# Extending a strain series of WS₂

## Question

A crystal of layered WS₂ is strained equally along both directions in the plane of its layers. Negative strain is compression and positive strain is tension. At each step the atoms and the length c, which runs across the layers, settle anew. The energy change and the c change are counted from the unstrained crystal, and the band gap is the smallest energy between filled and empty states.

Bulk WS₂ (P6₃/mmc, 6 atoms per cell, unstrained a = 3.154 Å, c = 12.148 Å) under equal strain along a and b, with c and the atoms relaxed within the symmetry. Computed with Ansatz 0.2.0 using PBE with D3(BJ) dispersion, scalar-relativistic plane-wave PAW without spin polarisation, a 420 eV cutoff and a Γ-centred 12×12×4 k mesh. Changes are relative to the unstrained cell.

| strain (%) | energy change (meV/atom) | c change (%) | band gap (eV) |
| --- | --- | --- | --- |
| -3 | 31.5 | 0.94 | 0.943 |
| -2 | 13.7 | 0.59 | 0.916 |
| -1 | 3.3 | 0.26 | 0.897 |
| 1 | 3.2 | -0.38 | 0.871 |
| 2 | ? | ? | ? |
| 3 | ? | ? | ? |

(a) Predict the energy change, the c change and the band gap at +2 and +3 % strain, with a range for each.

(b) Compare the predictions with the computed values, and explain the hits and the misses.

## Model answer to (a)

**Energy and c.** Both follow from the stiffness of the crystal. Near its minimum the energy grows as the square of the strain, with a small cubic term because bonds resist shortening more than stretching. The c axis shrinks as the layers are stretched, by about 0.3 % for each per cent of strain. I fit the energy with a quadratic and a cubic term, and c with a parabola, to the four known rows and continue both curves. The fitted c curve misses zero by about 0.07 % at zero strain, at least partly because the reference cell is still under a slight tension along c.

**The gap as a contest.** The gap needs more care, because it is the outcome of a competition. The empty band of WS₂ has several valleys, each at its own electron wavevector, and the gap is measured from the top of the filled band to the lowest of them. Each of these distances changes smoothly with strain. The smallest of them can still bend abruptly, when one valley sinks below another.

Germanium is a simpler case of such an exchange. Its lowest valley lies at the wavevector called L, and another at Γ lies only slightly higher. Biaxial tension lowers the Γ valley faster, so that it can become the lowest. The likeness covers the exchange alone: germanium's gap then becomes direct, whereas that of WS₂ stays indirect.

**Which valleys compete.** In bulk WS₂, known band structures put the top of the filled band at Γ, where the electron wave has the same phase in every cell. The empty valleys in question lie at K and at Q, a point between Γ and K. The states at Γ and K are built largely from the same tungsten orbital, d_z². At Γ neighbouring tungsten atoms are in phase and bond; at K they are out of step and antibond.

Stretching the plane weakens the coupling between neighbours. Measured from the energy of the orbital itself, the bonding state at Γ therefore rises and the antibonding state at K falls, so the distance Γ–K closes from both ends. The Q valley contains more of the in-plane d orbitals, whose coupling is partly bonding. It tends to rise along with Γ, and the distance Γ–Q changes little.

**Reading the known rows.** The gap falls by 27 meV over the first per cent of the series, but by only 13 meV per per cent between −1 and +1 %. A takeover by a faster-sinking valley would make the fall steeper, whereas here it becomes gentler. The four rows therefore look like one branch, and its weak slope suits Γ–Q. A parabola through them levels off near 0.87 eV, which would be the gap at both +2 and +3 % if no other valley interfered.

**Adding the second branch.** The known rows suggest only that the K valley has not yet taken over. Its position has to come from general knowledge of such bands. I place Γ–K roughly 0.35 eV above Γ–Q at zero strain and let it fall by 0.20 eV per per cent of tension. The predicted gap is whichever branch is lower.

At +3 % the estimate runs as follows. The parabola gives 0.881 eV at zero strain, so Γ–K starts at 0.881 + 0.35 = 1.231 eV. Three per cent of tension removes 3 × 0.20 = 0.60 eV, which leaves 0.63 eV. This is well below the Γ–Q branch, so K should have taken over.

| Strain | Energy change (meV/atom) | c change (%) | Band gap (eV) |
|---|---|---|---|
| +2 % | 12.4 ± 0.3 | −0.68 ± 0.05 | 0.83 (0.67 to 0.88) |
| +3 % | 27.3 ± 1.0 | −0.97 ± 0.10 | 0.63 (0.44 to 0.82) |

The wide gap ranges come from varying the assumed height by 0.1 eV and the slope by 0.03 eV per per cent. The upper end at +2 % is instead set by the smooth branch, with a small allowance for its own error. At +2 % the two branches lie so close together that a switch to K is likelier than not, but uncertain. At +3 % I expect the switch to have happened and the gap to be falling steeply. I expect no kink in the energy or in c.

## Model answer to (b)

The withheld rows as computed:

| strain (%) | energy change (meV/atom) | c change (%) | band gap (eV) |
| --- | --- | --- | --- |
| 2 | 12.7 | -0.69 | 0.832 |
| 3 | 27.9 | -0.99 | 0.646 |

**The gap.** Both values lie inside their ranges, and the expected bend is there. Between +2 and +3 % the gap falls by 186 meV, against 13 meV per per cent around zero strain. The smooth branch alone would have been too high by 0.03 eV at +2 % and by 0.22 eV at +3 %. The computed band edges show why. The top of the filled band stays at Γ in every row. The lowest empty state on the grid of wavevectors lies halfway between Γ and K up to +1 %, but at K itself at +2 and +3 %. The K valley has taken over from Q. That K sinks because its state is antibonding remains the expected reason, since the band edges give positions and energies but not orbitals.

**Why the hit at +2 % is so close.** The prediction agrees with the computed gap to about 0.001 eV, far better than its inputs deserve. Both new rows lie on the K branch. If that branch is straight, the line through them starts 0.32 eV above the smooth one at zero strain and falls by 0.19 eV per per cent. On this reading my branch started too high and fell too fast, and at +2 % the two errors cancel. One per cent further on, the excess slope wins, and the prediction is 0.015 eV too low.

**Energy and c.** These predictions also hold, and neither quantity shows a kink. The energies come out slightly higher than predicted, by 0.3 meV/atom at +2 %, close to the edge of the range, and by 0.6 meV/atom at +3 %. Three of the four fitted rows are compressed, and their curve overstates how much the crystal softens under tension.

The smooth energy fits an exchange of valleys. The valleys are empty, and the total energy depends on the filled states, so it does not register which empty valley is lowest.

**What the bend means for a transistor.** WS₂ is a candidate material for transistor channels, where a smaller gap lets heat create more carriers and so raises the leakage when the device is off. From +1 to +3 % the gap shrinks by 0.871 − 0.646 = 0.225 eV. At room temperature this multiplies the intrinsic carrier density by roughly 80, if the densities of states stay the same. That is only a rough guide, because the Q and K valleys differ in number and in effective mass. The smooth branch would have promised almost no change, so a strain budget for a thick WS₂ channel has to allow for the second valley.

The strain at which this begins is less certain than the bend itself. The line through the two new rows meets the smooth branch at about 1.8 %. This crossing rests on a straight line through only two rows and on a smooth branch continued beyond its last known point. Spin–orbit coupling, left out here and strong in tungsten, also shifts the valleys, and PBE gaps are generally too small.

## Remarks on the reasoning

A good answer separates quantities that belong to the whole crystal from those decided by the few states at the band edges. Energy and c are of the first kind, and a low-order curve carries them a few per cent further. The gap is of the second kind, and four smooth points cannot reveal a valley that has not yet become the lowest. The decisive step is to ask which other valley is near and how fast it moves.

It would be a mistake to take the slope from the two rows on either side of the switch. Between +1 and +2 % the gap falls by 39 meV, which belongs to neither branch: most of that interval lies on the flat one and only its end on the steep one. Continuing this slope would give 0.832 − 0.039 = 0.793 eV at +3 %, far above the computed value.

The same reasoning serves for a related layered semiconductor. Find the top of the filled band and the two lowest valleys, and ask for each whether its state bonds or antibonds between neighbours in the plane. If the higher valley is the more antibonding one, tension brings it down towards the lower, and the gap should be expected to bend where they meet. The printed output after this text gives the fits and their misses.

Numerical output:

```
fit of band_gap on 4 rows: constant 0.8811 +/- 0.00088, coefficient of strain -0.01262 +/- 0.00071, coefficient of strain**2 0.002636 +/- 0.00032; rms 0.000572, worst -2 0.000873, leave-one-out rms 0.00645
  rows outside the fit (model, value, miss): 2 0.8664, 0.832, 0.0344; 3 0.867, 0.646, 0.221
fit of energy_change on 4 rows: coefficient of strain**2 3.267 +/- 0.017, coefficient of strain**3 -0.07786 +/- 0.006; rms 0.0236, worst -1 0.0444, leave-one-out rms 0.0311
  rows outside the fit (model, value, miss): 2 12.44, 12.7, -0.257; 3 27.3, 27.9, -0.603
fit of c_change on 4 rows: constant -0.06636 +/- 0.0029, coefficient of strain -0.3187 +/- 0.0024, coefficient of strain**2 0.005455 +/- 0.0011; rms 0.00191, worst -2 0.00291, leave-one-out rms 0.0215
  rows outside the fit (model, value, miss): 2 -0.682, -0.69, 0.008; 3 -0.9735, -0.99, 0.0165
Two-valley forecast of the gap at +2 and +3 % in eV: 2 0.8311, 3 0.6311
Lower end of the forecast range at +2 and +3 % in eV: 2 0.6711, 3 0.4411
Upper end of the forecast range at +2 and +3 % in eV: 2 0.8764, 3 0.8211
Forecast less computed gap at +2 and +3 % in eV: 2 -0.0009091, 3 -0.01491
Slope of the gap from the row before in meV per % strain: -2 -27, -1 -19, 1 -13, 2 -39, 3 -186
Strain in % where the line through the +2 and +3 % gaps meets the smooth branch, if both lie on the new branch: 1.815
Height in eV of that line above the smooth branch at zero strain: 0.3229
Factor in intrinsic carrier density at 300 K from +1 to +3 % strain, equal densities of states: 77.61
```
